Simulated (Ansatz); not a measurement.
**CdSe (F-43m): relaxation of cell and ions in Python**

Wanted for CdSe (F-43m): a relaxation of cell and ions.

Program: the Python package of Ansatz 0.2.0. Level of theory: DFT r2SCAN, plane waves, PAW. These are calculated values, not measurements.

## Step 1: The structure

The structure is cubic, space group F-43m (No. 216). Conventional cell: a = 6.141 Å, b = 6.141 Å, c = 6.141 Å, α = 90.00°, β = 90.00°, γ = 90.00°. Around Cd (site symmetry -43m) lie 4 Se at 2.66 Å. Se (site symmetry -43m) has 4 Cd at 2.66 Å as nearest neighbours.

The script reads POSCAR_cdse:

```text
CdSe
1.0
   0.00000000    3.07027120    3.07027120
   3.07027120    0.00000000    3.07027120
   3.07027120    3.07027120    0.00000000
Cd Se
1 1
Direct
   0.00000000    0.00000000    0.00000000
   0.75000000    0.75000000    0.75000000
```

## Step 2: Script

The input, vcrelax.py:

```python
from collections import defaultdict

import ansatz as az
from ase import Atoms
from ase.data import atomic_numbers
from ase.io import read
from ase.io import write
from ase.neighborlist import neighbor_list
import numpy as np
import spglib

def edges_and_angles(cell):
    cell = np.asarray(cell)
    a, b, c = np.linalg.norm(cell, axis=1)
    cosines = cell[1] @ cell[2] / (b * c), cell[0] @ cell[2] / (a * c), cell[0] @ cell[1] / (a * b)
    return (a, b, c, *np.degrees(np.arccos(cosines)))

atoms = read("POSCAR_cdse", format="vasp")
structure = az.Crystal.from_ase(atoms)

calculation = (
    structure.calculation()
    .occupations("fermi_dirac", width=0.05)
    .kpoints(6, 6, 6)
    .functional("r2scan")
    .relax(fix_cell=["angles"])
    .density_of_states(energy_step=0.05, method="smearing", broadening_width=0.15, projected=True)
)
steps = []


def follow(event):
    if event["event"] != "relax_step":
        return
    row = event["data"]
    steps.append(row)
    print(f"step {row['step']:3d}  E = {row['lagrangian_ev']:.5f} eV  largest force component = {row['allowed_force_max_ev_ang']:.4f} eV/A  P = {row['pressure_gpa']:.3f} GPa")


done = calculation.session().plan(threads=1).execute(on_event=follow)
summary = done.report

first, last = steps[0], steps[-1]
symbols = [site.symbol for site in done.lattice.sites]
print(f"energy gained {first['lagrangian_ev'] - last['lagrangian_ev']:.4f} eV in {len(steps) - 1} steps")
for label, vectors in (("before", first["cell_ang"]), ("after", done.lattice.cell_ang)):
    print(label, "a b c (A) {:.4f} {:.4f} {:.4f}  angles {:.2f} {:.2f} {:.2f}".format(*edges_and_angles(vectors)), f" V = {abs(np.linalg.det(vectors)):.3f} A^3")
print("final stress xx yy zz (GPa, compression positive):", np.round(np.diag(summary["stress_gpa"]), 3) + 0.0)

final = Atoms(symbols, positions=last["positions_ang"], cell=done.lattice.cell_ang, pbc=True)
i, j, d = neighbor_list("ijd", final, 4.5)
print("neighbours within 1.2 times the shortest distance of each atom (A)")
for atom in range(len(final)):
    near = [m for m in np.argsort(d) if i[m] == atom]
    shell = [m for m in near if d[m] < 1.2 * d[near[0]]]
    print(f"{symbols[atom]}{atom} ({len(shell)}):", ", ".join(f"{symbols[j[m]]} {d[m]:.3f}" for m in shell))

print("relaxed fractional positions")
for site in done.lattice.sites:
    print(f"  {site.symbol:2s}", " ".join(f"{v % 1:8.5f}" for v in np.round(site.position_frac, 5)))

relaxed = Atoms(symbols, positions=[site.position_ang for site in done.lattice.sites], cell=done.lattice.cell_ang, pbc=True)
write("relaxed.cif", relaxed, format="cif")

fractions = [site.position_frac for site in done.lattice.sites]
numbers = [atomic_numbers[s] for s in symbols]
for tolerance in (1e-3, 1e-2, 1e-1):
    print(f"space group at {tolerance} A:", spglib.get_spacegroup((done.lattice.cell_ang, fractions, numbers), symprec=tolerance))

print(f"free energy      {summary['free_energy_ev']:.5f} eV")
print(f"per atom         {summary['free_energy_ev'] / len(done.lattice.sites):.5f} eV")
print(f"SCF iterations   {summary['n_iterations']}  (converged: {summary['converged']})")

print(calculation.to_yaml())

dos = done.density_of_states()
energy = np.asarray(dos.energies_ev) - dos.fermi_ev
projected = done.projected_density_of_states()
by_shell = defaultdict(float)
for site in projected.sites:
    for shell in site.shells:
        for part in shell.curves:
            by_shell[f"{site.species} {'spdf'[shell.l]}"] += np.sum(part.g_bin_mean_per_ev, axis=0)
print("E - E_F  " + " ".join(f"{name:>7s}" for name in by_shell))
for e in np.arange(-8, 8 + 0.1, 1.0):
    print(f"{e:7.1f}  " + " ".join(f"{np.interp(e, energy, curve):7.3f}" for curve in by_shell.values()))
```

## Step 3: Launch

Started as:

```
> python vcrelax.py
```

Log:

```text
DeckWarning: basis.ecutwfc = 500 eV, auto-derived from the records' recommended cutoffs: set by Cd (their level for a meta-GGA)
DeckWarning: crystal.symmetry: narrowed to the stabiliser of the fixed cell quantities (relax.cell.fix) — unitary ops 24 → 6. The narrowing is safe, since a smaller group never makes results wrong: the run goes on under it, on as many k-points as the starting [...]
step   1  E = -13747.83317 eV  largest force component = 0.0000 eV/A  P = -0.166 GPa
step   2  E = -13747.83332 eV  largest force component = 0.0000 eV/A  P = 0.063 GPa
step   3  E = -13747.83331 eV  largest force component = 0.0000 eV/A  P = -0.000 GPa
step   4  E = -13747.83329 eV  largest force component = 0.0000 eV/A  P = -0.001 GPa
energy gained 0.0001 eV in 3 steps
before a b c (A) 4.3420 4.3420 4.3420  angles 60.00 60.00 60.00  V = 57.884 A^3
after a b c (A) 4.3374 4.3374 4.3374  angles 60.00 60.00 60.00  V = 57.698 A^3
final stress xx yy zz (GPa, compression positive): [-0.001 -0.001 -0.001]
neighbours within 1.2 times the shortest distance of each atom (A)
Cd0 (4): Se 2.656, Se 2.656, Se 2.656, Se 2.656
Se1 (4): Cd 2.656, Cd 2.656, Cd 2.656, Cd 2.656
relaxed fractional positions
  Cd  0.00000  0.00000  0.00000
  Se  0.75000  0.75000  0.75000
space group at 0.001 A: F-43m (216)
space group at 0.01 A: F-43m (216)
space group at 0.1 A: F-43m (216)
free energy      -13747.83329 eV
per atom         -6873.91664 eV
SCF iterations   4  (converged: True)
crystal:
  lattice:
    - [0.0, 3.0702712, 3.0702712]
    - [3.0702712, 0.0, 3.0702712]
    - [3.0702712, 3.0702712, 0.0]
  atoms:
    - { symbol: Cd, position: [0.0, 0.0, 0.0] }
    - { symbol: Se, position: [0.75, 0.75, 0.75] }
kpoints:
  mp_grid:
    grid: [6, 6, 6]
hamiltonian:
  xc: r2scan
scf:
  occupations:
    method: fermi_dirac
    width: 0.05
relax:
  cell:
    fix: [angles]
output:
  dos:
    de: 0.05
    method:
      smearing:
        sigma: 0.15
    projected: true

E - E_F     Cd s    Cd p    Cd d    Se s    Se p    Se d
   -8.0    0.046   0.000   4.082   0.238   0.045   0.000
   -7.0    0.000   0.000   0.000   0.000   0.000   0.000
   -6.0    0.000   0.000   0.000   0.000   0.000   0.000
   -5.0    0.007   0.000   0.000   0.000   0.023   0.000
   -4.0    0.236   0.001   0.036   0.039   0.579   0.000
   -3.0    0.066   0.002   0.035   0.023   0.656   0.000
   -2.0    0.081   0.006   0.117   0.025   2.653   0.000
   -1.0    0.000   0.001   0.049   0.000   0.851   0.000
    0.0    0.000   0.000   0.000   0.000   0.000   0.000
    1.0    0.000   0.000   0.000   0.000   0.000   0.000
    2.0    0.021   0.000   0.000   0.004   0.009   0.000
    3.0    0.379   0.000   0.002   0.047   0.185   0.000
    4.0    0.465   0.000   0.001   0.027   0.251   0.000
    5.0    0.021   0.000   0.001   0.001   0.031   0.000
    6.0    0.000   0.000   0.000   0.000   0.005   0.000
    7.0    0.032   0.000   0.001   0.001   0.042   0.000
    8.0    0.036   0.000   0.001   0.001   0.025   0.000
```

(Warnings from the package without file and line, shortened.)

Wall time 36 s (1 thread of Arm Neoverse V1, shared host); peak memory 0.62 GiB.

relaxed.cif, as written:

```cif
data_image0
_chemical_formula_structural       CdSe
_chemical_formula_sum              "Cd1 Se1"
_cell_length_a       4.337364127295774
_cell_length_b       4.337364127295774
_cell_length_c       4.337364127295774
_cell_angle_alpha    59.99999999999999
_cell_angle_beta     59.99999999999999
_cell_angle_gamma    59.99999999999999

_space_group_name_H-M_alt    "P 1"
_space_group_IT_number       1

loop_
  _space_group_symop_operation_xyz
  'x, y, z'

loop_
  _atom_site_type_symbol
  _atom_site_label
  _atom_site_symmetry_multiplicity
  _atom_site_fract_x
  _atom_site_fract_y
  _atom_site_fract_z
  _atom_site_occupancy
  Cd  Cd1       1.0  0.9999999985967717  0.9999999985967717  0.9999999985967717  1.0000
  Se  Se1       1.0  0.7500000014032282  0.7500000014032282  0.7500000014032279  1.0000
```

## Step 4: Size and end state of the run

From the engine's report, whether the script printed it or not:

```tsv
item	value
SCF cycles in all	20
k-points solved	32
plane waves	1459
bands	22
valence electrons	36
free energy (eV)	-13747.83329
Fermi level (eV)	7.369
lowest empty less highest filled level on the mesh, by band count (eV)	1.038
pressure (GPa; positive when compressed)	0.00
```

## Step 5: How the relaxation went

The steps of the relaxation:

```csv
step,energy from step 1 (eV/cell),largest force component (eV/Å),pressure (GPa),volume (Å³)
1,0.0000,0.0000,-0.17,57.88
2,-0.0001,0.0000,0.06,57.63
3,-0.0001,0.0000,0.00,57.70
4,-0.0001,0.0000,0.00,57.70
```

Step 1 is the start. Step 4 repeats the geometry before it on a plane-wave basis chosen anew for that cell, so its energy need not be comparable with the rows above.

Lengths and angles in the start's conventional setting:

|  | before | after | change |
| --- | --- | --- | --- |
| a (Å) | 6.141 | 6.134 | -0.1 % |
| b (Å) | 6.141 | 6.134 | -0.1 % |
| c (Å) | 6.141 | 6.134 | -0.1 % |
| volume (Å³/atom) | 28.94 | 28.85 | -0.3 % |
| shortest distance (Å) | 2.659 | 2.656 | -0.1 % |
| space group (0.01 Å) | F-43m | F-43m | same |

## Step 6: Results

```
                                         quantity                                                                      value
                                      free energy                                        -13747.8333 eV (-6873.9166 eV/atom)
                          moves of the relaxation                                                                          2
energy gained (ahead of the last change of basis)                                                               0.1 meV/atom
                     last largest force component                                                                0.0000 eV/Å
                        relaxed conventional cell  a = 6.134 Å, b = 6.134 Å, c = 6.134 Å, α = 90.00°, β = 90.00°, γ = 90.00°
                           space group at the end                                                                      F-43m
```

What this shows: Over 2 moves the cell shrank by 0.3 % in volume, and the space group stayed F-43m. What to keep in mind:
- Forces vanish by symmetry, so the ions can't move, and the end may be a saddle.
- Projections exist only for the shells that the potentials hold, some of them semicore, and samples at single energies can miss narrow peaks.
- Energies along a relaxation are free energies. Rows at an unchanged volume are solved on a plane-wave basis chosen afresh for that cell, so the energy jumps there and such rows are no steps of the walk.
- Edges and angles that the script prints are those of the cell as typed, here a primitive one.
- In a crystal with a gap the Fermi level's place inside it depends on smearing and mesh.
- The crystal has a gap of about 1.04 eV on the mesh; any density of states at or just above the Fermi level is the tail of the broadening.
- The structure comes from a database of computed cells and needn't be a stable or known phase.
- The computed bands are complete only to about 5.9 eV above the Fermi level; beyond that the density of states is undercounted.
